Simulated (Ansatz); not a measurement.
Starting cell, CsCl (CsCl type):

```xyz
4
Lattice="8.4118 0.0000 0.0000 0.0000 4.2059 0.0000 0.0000 0.0000 4.2059" Properties=species:S:1:pos:R:3 pbc="T T T"
Cs     0.0000     0.0000     0.0000
Cs     4.2059     0.0000     0.0000
Cl     2.1029     2.1029     2.1029
Cl     6.3088     2.1029     2.1029
```

The atoms are displaced by Q × the pattern below (from a DFPT mode at X = (0.5, 0.0, 0.0), largest move 1; Q in Å), at fixed cell. It is one choice among 2 degenerate patterns. (q is in reciprocal vectors of the primitive cell; the cell shown is doubled to hold the pattern.)

```csv
atom,x,y,z
Cl3,0.000,0.000,1.000
Cl4,0.000,0.000,-1.000
```

Atoms not listed stay in place.

Level of theory: PBE (plane waves to 420 eV, PAW, scalar-relativistic; Ansatz, a quantum-chemistry and plane-wave program). k mesh 4×8×8 (Γ-centred), Fermi-Dirac smearing 0.05 eV. The energy includes the smearing's −TS. CsCl was relaxed with its symmetry unable to fall. ΔE is measured from the undisplaced structure.

**Question.** Estimate the ΔE (meV/cell) and −dE/dQ from forces (eV/Å) for Q (Å) = -0.180, -0.150, -0.090, -0.060, -0.030, 0.090.

**Answer.** 
| Q (Å) | ΔE (meV/cell) | −dE/dQ from forces (eV/Å) |
|---|---|---|
| -0.180 | 21.0 | 0.235 |
| -0.150 | 14.5 | 0.195 |
| -0.090 | 5.2 | 0.116 |
| -0.060 | 2.3 | 0.077 |
| -0.030 | 0.6 | 0.039 |
| 0.090 | 5.2 | -0.116 |

(A displaced cell: forces are minus the slopes of the energy, force constants its curvatures, and phonons follow from these.)
